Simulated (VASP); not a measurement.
Set up this calculation in VASP 6.6.1, as the native input.

- Task: single point
- Functional: PBEsol
- Potentials or basis: VASP PAW PBE potentials, release 64 (Ti_sv, O)
- Cutoff: 520 eV
- k mesh: 7 × 7 × 3
- Occupations: gaussian, width 0.05 eV
- Spin: collinear spin, antiferromagnetic start
- Starting moments: [1.0, -1.0, 0.0, 0.0] μB
- Supercell matrix: [1, 0, 0, 0, 1, 0, 0, 0, 2]
- Further INCAR settings: ALGO = Normal; EDIFF = 1e-07

The structure of TiO lies in POSCAR:

```
TiO
1.0
    3.0094341500      0.0000000000      0.0000000000
   -1.5047170800      2.6062464300      0.0000000000
    0.0000000000      0.0000000000      5.8741172600
Ti O
2 2
Direct
    0.0000000000      0.0000000000      0.0000000000
    0.0000000000      0.0000000000      0.5000000000
    0.6666666667      0.3333333333      0.2500000000
    0.6666666667      0.3333333333      0.7500000000
```

The cell comes from a database or a generator and needn't be the stable form of this composition.

One way to write it, as run:

INCAR

```
PREC = Accurate
ENCUT = 520
EDIFF = 1E-7
ISMEAR = 0
SIGMA = 0.05
LREAL = False
LASPH = True
NELM = 60
ALGO = Normal
ISIF = 2
LWAVE = False
LCHARG = False
ISPIN = 2
MAGMOM = 1 -1 0 0
LORBIT = 11
LMAXMIX = 4
GGA = PS
```

KPOINTS

```
regular mesh
0
Gamma
  7 7 3
```

Potentials or basis: VASP PAW PBE potentials, release 64 (Ti_sv, O).

Run with:

```bash
$ cat potpaw_PBE.64/Ti_sv/POTCAR potpaw_PBE.64/O/POTCAR > POTCAR
$ mpirun -np 1 vasp_std > vasp.out
```

It gave:

| Quantity | Value |
| --- | --- |
| Pressure | -32.7 GPa |
| Band gap on the k mesh | none (metal or under the smearing width) |
| Net moment | 0.00 μB per cell |
| Valence electrons inside the program's atomic spheres | Ti 10.15; O 4.93 |

Caveat: a pressure of tens of GPa on the cell as given is suspect, and the run, the potentials or the cell itself is likely at fault; the PAW data sets were made with another functional, which shifts forces and pressure a little; semilocal functionals often make such compounds metallic where correlation or magnetic order opens a gap, which also shifts bond lengths.

Run time: 20 s on 1 thread of Intel(R) Xeon(R) 6975P-C (Granite Rapids) (shared host), peak memory 0.19 GiB.
